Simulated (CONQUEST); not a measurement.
Set up this calculation in CONQUEST 1.3, as the native input.

* Task: density of states
* Functional: RPBE
* Potentials or basis: PseudoDojo NC PBE, SZP, grid cutoff 100 Ha
* k mesh: 7 × 5 × 4
* Occupations: methfessel-paxton of order 1, width 0.2 eV
* Spin: no spin polarisation
* Solver: diagonalisation
* SCF tolerance: 1e-06

Re:

```
Re
1.0
     2.76080    0.00000    0.00000
     0.00000    4.45820    0.00000
     0.00000    0.00000    4.78185
Re
4
Direct
  0.00000 0.75000 0.33333
  0.50000 0.75000 0.83333
  0.00000 0.25000 0.66667
  0.50000 0.25000 0.16667
```

One way to write it, as run:

Conquest_input

```
IO.Title Re
IO.Coordinates coords.dat
IO.FractionalAtomicCoords T
IO.Iprint 2
IO.Iprint_init 1
General.NumberOfSpecies 1
General.PseudopotentialType hamann
General.FunctionalType 103
General.DifferentFunctional T
AtomMove.TypeOfRun static
AtomMove.FullStress T
Grid.GridCutoff 100
DM.SolutionMethod diagon
Diag.MPMesh T
Diag.GammaCentred T
Diag.MPMeshX 7
Diag.MPMeshY 5
Diag.MPMeshZ 4
Diag.kT 0.00734986
minE.SCTolerance 1e-6
Diag.SmearingType 1
Diag.MPOrder 1
SC.MaxIters 100
IO.AtomChargeOutput T
IO.writeDOS T
IO.write_proj_DOS T
%block ChemicalSpeciesLabel
1 186.210 Re
%endblock
```

coords.dat

```
    5.2171558849     0.0000000000     0.0000000000
    0.0000000000     8.4247770088     0.0000000000
    0.0000000000     0.0000000000     9.0363790645
4
  0.0000000000   0.7500000000   0.3333333330 1 T T T
  0.5000000000   0.7500000000   0.8333333330 1 T T T
  0.0000000000   0.2500000000   0.6666666670 1 T T T
  0.5000000000   0.2500000000   0.1666666670 1 T T T
```

Conquest_input (lines added for PostProcessCQ)

```
Process.Job pdos
Process.min_DOS_E -0.8509
Process.max_DOS_E 0.1491
Process.sigma_DOS 0.003
Process.n_DOS 301
Process.pDOS_l_resolved T
```

Potentials or basis: PseudoDojo NC PBE, SZP, grid cutoff 100 Ha.

Command:

```bash
$ Conquest
$ PostProcessCQ   # after the lines are added to Conquest_input
```

It gave:

```
Band gap on the k mesh : none (metal or under the smearing width)
```

Caveat: the atomic basis is small; the basis of atomic orbitals isn't converged, which shifts pressures, moduli and gaps.

Run time: 78 s on 1 thread of Intel(R) Xeon(R) Processor @ 2.50GHz (Skylake/Cascade Lake) (shared host), peak memory 0.4 GiB.
